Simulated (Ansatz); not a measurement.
BAs: what changed settings do

The reference input for Ansatz (plane-wave DFT with PAW):

```yaml
crystal:
  lattice:
    - [0.0, 2.409627, 2.409627]
    - [2.409627, 0.0, 2.409627]
    - [2.409627, 2.409627, 0.0]
  atoms:
    - { symbol: B, position: [0.25, 0.25, 0.25] }
    - { symbol: As, position: [0.0, 0.0, 0.0] }
basis:
  ecutwfc: 420
kpoints:
  mp_grid: { grid: [6, 6, 6] }
hamiltonian:
  xc: pbe
scf:
  occupations: { method: gaussian, width: 0.1 }
output:
  forces: true
  stress: true
  eigenvalues: true
```

Command:

```bash
ansatz run input.yaml --threads 1 --pin off --max-ram 1331MiB --backend cpu --events-out ev --progress --plain --runs-dir out
```

The run converges in 6 SCF iterations on 16 irreducible k-points: pressure -0.78 GPa, gap on the sampled k-points 1.30 eV.

The inputs are trials, many of them unsound on purpose. Their numbers show the effect of the settings and aren't properties of the material. Each trial's input is given as a difference from the reference's; energies are extrapolated to zero smearing where there is one, and pressure is positive in compression. Charged cells sit in a uniform background, and their pressures hang on that convention.

Question: Trial 1 (one atom moved):

```diff
 crystal:
   atoms:
-    - { symbol: As, position: [0.0, 0.0, 0.0] }
+    - { symbol: As, position: [0.0103750497, -0.0103750497, 0.0103750497] }
 hamiltonian:
-  xc: pbe
+  xc: pbesol
```

What happens?

Answer: The run converges in 6 SCF iterations on 46 irreducible k-points: pressure -4.05 GPa, largest force 0.779 eV/Å, gap on the sampled k-points 0.85 eV.

Question: Trial 2:

```diff
+total_charge: -2
-basis:
-  ecutwfc: 420
+basis: {}
 hamiltonian:
-  xc: pbe
+  xc: rpbe
```

How does this run end?

Answer: The run converges in 8 SCF iterations on 16 irreducible k-points: pressure -2.59 GPa (with the neutralising background of the charged cell), no gap.

Question: Trial 3:

```diff
 crystal:
   atoms:
-    - { symbol: B, position: [0.25, 0.25, 0.25] }
+    - { symbol: B, position: [0.25, 0.25, 0.25], spin: -4.0 }
 kpoints:
-  mp_grid: { grid: [6, 6, 6] }
+  mp_grid: { kspacing: 0.58 }
 hamiltonian:
-  xc: pbe
+  xc: pw92
 scf:
+  lower_state_search: "off"
 output:
+  populations: true
+magnetization:
+  spin_polarized: true
```

What does the program give?

Answer: The run converges in 14 SCF iterations on 8 irreducible k-points: pressure -6.70 GPa, gap on the sampled k-points 1.34 eV, cell moment 0.00 μB. It warns that the starting moments were lost.

Question: Trial 4 (strained):

```diff
 crystal:
   lattice:
-    - [0.0, 2.409627, 2.409627]
-    - [2.409627, 0.0, 2.409627]
-    - [2.409627, 2.409627, 0.0]
+    - [-0.0440985368, 2.411769757, 2.3561100757]
+    - [2.3124590741, 0.0064481866, 2.3055633522]
+    - [2.3176779063, 2.3664418657, 0.0012293545]
 basis:
-  ecutwfc: 420
+  ecutwfc: 170
 kpoints:
-  mp_grid: { grid: [6, 6, 6] }
+  mp_grid: { kspacing: 1.1 }
 hamiltonian:
-  xc: pbe
+  xc: r2scan
 scf:
-  occupations: { method: gaussian, width: 0.1 }
+  occupations: { method: methfessel_paxton, width: "0.02 Ry" }
+  eigensolver: { real_solve: false }
+  max_iter: 20
```

What does the program give?

Answer: The run converges in 7 SCF iterations on 14 irreducible k-points: pressure 15.79 GPa (unreliable at so low a cutoff), largest force 0.237 eV/Å (unreliable too), gap on the sampled k-points 1.45 eV. It warns that the cutoff lies under the recommended one, 500 eV for these potentials.

Question: Trial 5:

```diff
 basis:
-  ecutwfc: 420
+  ecutwfc: "19 Ha"
 kpoints:
-  mp_grid: { grid: [6, 6, 6] }
+  mp_grid: { kspacing: 0.59 }
 scf:
+  convergence: { dr2_threshold: "1e-12 eV" }
+accuracy: medium
```

How does this run end?

Answer: The run converges in 9 SCF iterations on 8 irreducible k-points: energy 77.6 meV per atom above the reference, pressure -0.27 GPa, gap on the sampled k-points 1.46 eV.

Question: Trial 6:

```diff
 hamiltonian:
+  pseudopotentials: { kind: paw, accuracy: perfect }
 scf:
+  max_iter: 56
```

What happens?

Answer: The program refuses the input:

```text
Error: YAML parse error: error: line 15 column 44: unknown variant `perfect`, expected one of standard, stringent, lanthanide_3plus
```